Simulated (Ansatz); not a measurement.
Computed with Ansatz 0.2.0, DFT PBE, scalar-relativistic, plane waves, PAW. Settings: cutoff 420 eV, Γ-centred meshes spaced at most about 0.3 Å⁻¹, and about 0.25 Å⁻¹ or finer for metals (2π included), Gaussian smearing. No spin polarisation.

Temperature and zero-point effects are left out.

Task: Which of these relaxed structures of ZnGa₄O₂ is the lowest in energy?
A. Space group I-42m (No. 121), tetragonal, a = 4.356 Å, c = 12.483 Å. Zn is surrounded by 4 Ga at 2.51 Å; Ga is surrounded by 2 O at 2.06 Å, 1 Zn at 2.51 Å and 1 Ga at 2.61 Å; O has 4 Ga at 2.06 Å.
B. Space group P-4m2 (No. 115), tetragonal, a = 3.608 Å, c = 8.775 Å. Zn has 8 Ga at 2.88 Å; Ga on its first site is surrounded by 4 O at 2.03 Å, 2 Ga at 2.79 Å and 4 Ga at 3.16 Å; Ga on its second site has 3 Ga at 2.66–2.79 Å, 4 Zn at 2.88 Å and 1 O at 3.06 Å; O on its first site has 4 Ga at 2.03 Å and 4 O at 2.55 Å; 1 more site not described.
C. Space group P-3m1 (No. 164), trigonal, a = 2.996 Å, c = 15.818 Å. Zn has 6 Ga at 2.92 Å and 6 Zn at 3.00 Å; around Ga on its first site lie 3 Zn at 2.92 Å and 6 Ga at 3.00 Å; Ga on its second site has 3 O at 1.92 Å and 9 Ga at 2.94–3.00 Å; O has 3 Ga at 1.92 Å.
D. Space group P-3m1 (No. 164), trigonal, a = 3.005 Å, c = 15.632 Å. Zn is surrounded by 6 Ga at 2.85 Å, 6 Zn at 3.01 Å and 2 O at 3.11 Å; around Ga on its first site lie 3 O at 1.93 Å, 3 Zn at 2.85 Å and 6 Ga at 3.01 Å; Ga on its second site has 9 Ga at 3.01–3.05 Å; O is surrounded by 3 Ga at 1.93 Å, 6 O at 3.01 Å and 1 Zn at 3.11 Å.

Result: A. The next of these, C, lies 52 meV/atom higher. Counting Ga or Zn atoms around O (for each partner element, those within 1.25 times its shortest distance or 1.15 times the sum of covalent radii, where it is the nearest in units of that sum or under 1.3): A has O 4; C has O 3; B has O 4; D has O 3. All come from invented guesses.

The k mesh leaves some 4 meV/atom of noise in the energy of each metallic cell. Cells relaxed within their symmetry can be saddle points. Some candidate types were left out of the draw beforehand, so a known form may be missing.
